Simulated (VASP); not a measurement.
Crystal: Al.

```
CELL_PARAMETERS angstrom
-1.59122 1.59122 1.59122
1.59122 -1.59122 1.59122
1.59122 1.59122 -1.59122
ATOMIC_POSITIONS crystal
Al 0.00000 0.00000 0.00000
```

This isn't the form of Al at room conditions, which is fcc.

- Program: VASP 6.6.1
- Task: relaxation of cell and atoms
- Functional: PBEsol
- Potentials or basis: VASP PAW PBE potentials, release 64 (Al)
- Cutoff: 600 eV
- k mesh: 18 × 18 × 18
- Occupations: gaussian, width 0.1 eV
- Spin: no spin polarisation

At the start: pressure 2.3 GPa; volume 16.12 Å³/atom.

Task: Where does the relaxation end?

Result: Over 3 steps the energy falls by 3.5 meV/atom and the volume is 16.61 Å³/atom (+3.0 %); space group Im-3m (No. 229, to 0.05 Å).

The path:
| step | energy change (eV) | largest force (eV/Å) | pressure (GPa) | volume (Å³) |
| --- | --- | --- | --- | --- |
| 1 | 0.0000 | 0.0000 | 2.34 | 16.12 |
| 2 | -0.0034 | 0.0000 | -0.29 | 16.67 |
| 3 | -0.0035 | 0.0000 | 0.00 | 16.61 |

Final structure:
```yaml
crystal:
  lattice:
    - [-1.60716, 1.60716, 1.60716]
    - [1.60716, -1.60716, 1.60716]
    - [1.60716, 1.60716, -1.60716]
  atoms:
    - { symbol: Al, position: [0.00000, 0.00000, 0.00000] }
```

Caveat: the PAW data sets were made with another functional, which shifts forces and pressure a little.
